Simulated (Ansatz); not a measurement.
# BN: the cost of one run

Computed with Ansatz 0.2.0 (DFT LDA, scalar-relativistic, plane waves, PAW, unless a step's input says otherwise).

3 further runs of the same task are left out: 3 set aside as unsound or not needed.

**1. The starting structure**

The structure is trigonal, space group R3m (No. 160). The conventional cell has a = 2.489 Å, b = 2.489 Å, c = 9.672 Å, α = 90.00°, β = 90.00°, γ = 120.00°. B (site symmetry 3m) is surrounded by 3 N at 1.44 Å. Around N (site symmetry 3m) lie 3 B at 1.44 Å.

Coordinates:

```
CELL_PARAMETERS angstrom
1.24430 0.71840 3.22410
-1.24430 0.71840 3.22410
0.00000 -1.43679 3.22410
ATOMIC_POSITIONS crystal
B 0.99974 0.99974 0.99974
N 0.33269 0.33269 0.33269
```

It goes back to an entry of the Materials Project, which need not be the stable form.

It is the result of an earlier relaxation at this level (volume 8.65 Å³/atom; gap on the mesh: 4.04 eV).

**2. The cell under 30 GPa**

What is minimised here is the enthalpy; the energy can go up as the cell is squeezed.

Input file input.yaml:

```yaml
crystal:
  lattice:
    - [1.2442985528, 0.7183961044, 3.2240992216]
    - [-1.2442985528, 0.7183961044, 3.2240992216]
    - [0.0, -1.4367922088, 3.2240992216]
  atoms:
    - { symbol: B, position: [0.9997405136, 0.9997405136, 0.9997405136] }
    - { symbol: "N", position: [0.3326924864, 0.3326924864, 0.3326924864] }
basis:
  ecutwfc: 420
kpoints:
  mp_grid: { grid: [12, 12, 12] }
hamiltonian:
  xc: lda
scf:
  occupations: { method: fixed }
output:
  forces: true
  stress: true
  eigenvalues: true
relax:
  adjacent_minimum: "off"
  f_tol: 0.001
  max_steps: 60
  cell: { stress_tol: 0.02, p_target: 30.0 }
```

Command:

```sh
ansatz run input.yaml --threads 1 --pin off --max-ram 3072MiB --backend cpu --events-out ev --progress --plain --runs-dir out
```

Q: Estimate wall time and peak memory on 1 thread of AMD EPYC (Zen 3), shared host.

About 93 s, with a peak of 0.34 GiB.
